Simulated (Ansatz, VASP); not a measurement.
**One calculation of TiO2, two programs**

```
Ti O
1.0
     4.64340    0.00000    0.00000
     0.00000    4.64340    0.00000
     0.00000    0.00000    2.96386
Ti O
2 4
Cartesian
  0.0000 0.0000 0.0000
  2.3217 2.3217 1.4819
  1.4167 1.4167 0.0000
  0.9050 3.7384 1.4819
  3.2267 3.2267 0.0000
  3.7384 0.9050 1.4819
```

Alike in both runs: functional PBE; k mesh 6 × 6 × 10; occupations gaussian, width 0.02 eV; no spin polarisation.

Ansatz relaxed the structure, and its values are those at the end. VASP's run is a single point on that final structure, the one shown.

|  | VASP | Ansatz |
| --- | --- | --- |
| version | VASP 6.6.1 | Ansatz 0.2.0 |
| potentials or method | VASP PAW PBE potentials, release 64 (Ti_sv, O) | scalar-relativistic, plane waves, PAW |
| plane-wave cutoff (eV) | 520 | 520 |
| valence electrons in the cell | 48 | 48 |

```csv
,VASP,Ansatz,Ansatz less VASP
gap on the k mesh at the Fermi level (eV),1.83,1.86,+0.029
least direct gap on the mesh (eV),1.83,1.86,+0.029
pressure (GPa),0.7,0.0,-0.66
rms of the force components (eV/Å),0.012,0.001,-0.0102
```

A k mesh can miss the band edges. As with any semilocal functional, this PBE gap is likely too small.
